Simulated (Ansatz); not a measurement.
The geometry is COD entry 1541509, unchecked; take it as a test cell. The listed cell was then made from it by scaling, straining or moving an atom.

An input for SrCl2: DFT, LDA, all-electron LAPW, scalar-relativistic (Ansatz 0.2.0).

Command: `ansatz run input.yaml --threads 1 --pin off --max-ram 4096MiB --backend cpu --events-out ev --progress --plain --runs-dir out` The run took 23 s on 1 thread of Arm Neoverse V1, with other jobs on the host, peak memory 0.38 GiB.

```yaml
crystal:
  lattice:
    - [0.0, 3.55521, 3.4855]
    - [3.55521, 0.0, 3.4855]
    - [3.55521, 3.55521, 0.0]
  atoms:
    - { symbol: Sr, position: [0.0, 0.0, 0.0] }
    - { symbol: Cl, position: [0.25, 0.25, 0.25] }
    - { symbol: Cl, position: [0.75, 0.75, 0.75] }
kpoints:
  mp_grid: { grid: [8, 8, 8] }
  band_path:
    path:
      - [0.0, 0.0, 0.0]
      - [0.0, 0.5, 0.5]
      - [0.25, 0.75, 0.5]
      - [0.0, 0.5, 0.0]
      - [0.0, 0.0, 0.0]
      - [0.5, 0.5, 0.0]
      - [0.38005, 0.61995, 0.0]
      - [-0.38005, 0.38005, 0.0]
      - [0.0, 0.0, 0.0]
    npoints: 5
scf:
  occupations: { method: fermi_dirac, width: 0.01 }
hamiltonian:
  xc: lda
  pseudopotentials: { kind: all_electron, lapw: { basis_error: 0.001 } }
output:
  forces: true
  stress: true
  eigenvalues: true
```

The results part of the log:

```
SCF 1 converged in 8 iterations: F = -111472.214345 eV  dr2 = 3.58e-8
NSCF: frozen V_eff on 41 k-points
SCF converged after 8 iterations
Free energy (F): -111472.214345 eV
Harris-Foulkes:  -111472.214345 eV  (|F-HF|=8.32e-9)
Internal energy: -111472.214345 eV  (E = F + TS)
E sigma→0 (E₀):  -111472.214345 eV
Fermi energy:    5.801072 eV
--- Per-component energies (eV) ---
  E_band       = -5880.471359
  E_kinetic    = 114111.578330
  E_xc         = -4224.679769
  E_electrostatic = -221359.112907  (all electrons and nuclei)
  E_smearing   = -0.000000  (= −TS)
  E_closure    = 0.000000  (closes the sum)
  E_atoms      = -111458.265175  (free atoms, spherical and without spin; not in F)
  Σ components = -111472.214345   (vs F -111472.214345, Δ=0.00e0)
  Basis errors (estimates in eV, not in F): energy 3.8e-4 per atom: plane waves 3.4e-4 (2.0e-4 summed), levels above the bands 4.6e-259, relativity 1.7e-9, radial functions 3.6e-5, core shells 2.7e-7; eigenvalues (radial functions only) 3.0e-6; not estimated: angular momenta, meshes, grids; target (lapw.basis_error) 1.0e-3; muffin-tin radii Cl 1.489 Å, Sr 1.570 Å
--- Forces (eV/Å), atoms counted from 1 ---
  atom   1  Sr     0.00000000     0.00000000    -0.00000000
  atom   2  Cl    -0.00000000    -0.00000000     0.00000000
  atom   3  Cl    -0.00000000     0.00000000     0.00000000
  max |Σ_I F_I| component: 3.47e-18 eV/Å
--- Stress (GPa, compression-positive) ---
       -4.185666       0.000000       0.000000
        0.000000      -4.185666       0.000000
        0.000000       0.000000      -3.245931
  P = ⅓ Tr σ = -3.8724 GPa (-38.724 kbar)
--- Band table (eV; the first three rows and the last of 59) ---
  k-point 0: bands = ["-244.1554", "-244.1545", "-244.1545", "-239.3992", "-239.3992", "-179.2814", "-179.2814", "-179.2814", "-179.2814", "-179.2768", "-179.2768", "-116.7234", "-116.7225", "-116.7207", "-116.7207", "-116.7200", "-29.4541", "-11.4692", "-11.4648", "-11.4648", "-9.7459", "-8.9411", "1.2988", "1.3570", "1.3570", "3.0146", "3.0146", "3.1628", "8.1287", "9.1722", "9.3109", "11.9387", "11.9387", "12.0168"]
  k-point 1: bands = ["-244.1554", "-244.1545", "-244.1545", "-239.3992", "-239.3992", "-179.2814", "-179.2814", "-179.2814", "-179.2814", "-179.2768", "-179.2768", "-116.7234", "-116.7225", "-116.7207", "-116.7207", "-116.7200", "-29.4537", "-11.5101", "-11.4694", "-11.4667", "-9.6664", "-8.9733", "1.3671", "1.4103", "1.4481", "2.8475", "2.9335", "3.0482", "8.4837", "9.2952", "9.4218", "11.2767", "11.8423", "11.8532"]
  k-point 2: bands = ["-244.1554", "-244.1545", "-244.1545", "-239.3992", "-239.3992", "-179.2814", "-179.2814", "-179.2814", "-179.2814", "-179.2768", "-179.2768", "-116.7234", "-116.7225", "-116.7207", "-116.7207", "-116.7200", "-29.4528", "-11.6018", "-11.4735", "-11.4714", "-9.4977", "-9.0377", "1.5334", "1.5556", "1.6803", "2.4605", "2.7308", "2.8091", "9.2654", "9.5643", "9.6536", "10.7902", "11.7034", "11.7099"]
  k-point 58: bands = ["-244.1554", "-244.1545", "-244.1545", "-239.3992", "-239.3992", "-179.2814", "-179.2814", "-179.2814", "-179.2814", "-179.2768", "-179.2768", "-116.7234", "-116.7225", "-116.7207", "-116.7207", "-116.7200", "-29.4505", "-11.7558", "-11.4956", "-11.4956", "-9.2508", "-9.0465", "0.6673", "1.5525", "1.5525", "2.9797", "2.9797", "3.4729", "8.5620", "10.2118", "10.6903", "11.2068", "11.2068", "11.4855"]
```
